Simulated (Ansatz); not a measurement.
Runs of Ansatz 0.2.0 on In. It takes space group Im-3m (No. 229, cubic). The conventional cell has a = 3.765 Å, b = 3.765 Å, c = 3.765 Å, α = 90.00°, β = 90.00°, γ = 90.00°. Around In (site symmetry m-3m) lie 8 In at 3.26 Å. This isn't the form of In at room conditions, which is tetragonal.

```tsv
task	level	cutoff (eV)	smearing	gap on the mesh (eV)	pressure (GPa)
single point	PBE	178	gaussian 0.1 eV	none	1.5
density of states	PBEsol+D3(BJ)	178	methfessel-paxton 0.1 eV	none	(a)
single point	RPBE	177	gaussian 0.1 eV	none	3.1
single point	PBE	178	gaussian 0.02 eV	none	1.5
```

Alike in all rows: potentials or basis all-electron LAPW, scalar-relativistic; no spin polarisation; cell as given; k mesh 10 × 10 × 10; basis error allowed 0.001 eV/atom.

Task: Fill in the values left out.

Result: (a) -3.5.

Caveats: pairwise dispersion overbinds metals, which lowers pressure and volume (some runs).

A k mesh can miss the band edges, and the runs leave out spin-orbit coupling on In.

A gap of «none» marks a metal or a gap under the smearing width.
